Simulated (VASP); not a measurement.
Wanted: the native input for a VASP 6.6.1 run.

- Task: single point
- Functional: PBEsol
- Potentials or basis: VASP PAW PBE potentials, release 54 (Mn_pv, O)
- Cutoff: 520 eV
- k mesh: 10 × 10 × 10
- Occupations: gaussian, width 0.1 eV
- Spin: collinear spin, ferromagnetic start
- Starting moments: [4.0, 0.0] μB
- Further INCAR settings: ALGO = Normal; EDIFF = 1e-06

The structure of MnO lies in POSCAR:

```
MnO
3.1451
    0.000000000000      0.707102382373      0.707102382373
    0.707102382373      0.000000000000      0.707102382373
    0.707102382373      0.707102382373      0.000000000000
Mn O
1 1
Direct
    0.0000000000      0.0000000000      0.0000000000
    0.5000000000      0.5000000000      0.5000000000
```

The cell is a database's computed one.

One way to write it, as run:

INCAR

```
ALGO = Normal
EDIFF = 1E-6
ENCUT = 520
GGA = PS
ISIF = 2
ISMEAR = 0
ISPIN = 2
LASPH = T
LCHARG = T
LELF = T
LMAXMIX = 4
LORBIT = 11
LREAL = F
LVHAR = T
LWAVE = F
MAGMOM = 4 0
NELM = 150
PREC = Accurate
SIGMA = 0.1
```

KPOINTS

```
k-points
0
Gamma
  10 10 10
```

Potentials or basis: VASP PAW PBE potentials, release 54 (Mn_pv, O).

Command:

```console
$ cat potpaw_PBE.54/Mn_pv/POTCAR potpaw_PBE.54/O/POTCAR > POTCAR
$ mpirun -np 1 vasp_std > vasp.out
```

Results of the run:

| Property | Result |
| --- | --- |
| Pressure | -6.8 GPa |
| Band gap on the k mesh | none (metal or under the smearing width) |
| Net moment | 4.77 μB per cell |
| Site moments | Mn +4.33; O +0.20 μB |
| Valence electrons inside the program's atomic spheres | Mn 11.36; O 4.95 |

Caveat: the PAW data sets were made with another functional, which shifts forces and pressure a little; a cell with one magnetic atom can't hold antiferromagnetic order, which such compounds often take; semilocal functionals often make such compounds metallic where correlation or magnetic order opens a gap, which also shifts bond lengths.

Run time: 26 s on 1 thread of Intel(R) Xeon(R) Platinum 8259CL CPU @ 2.50GHz (Skylake/Cascade Lake), with other jobs on the host, peak memory 0.16 GiB.
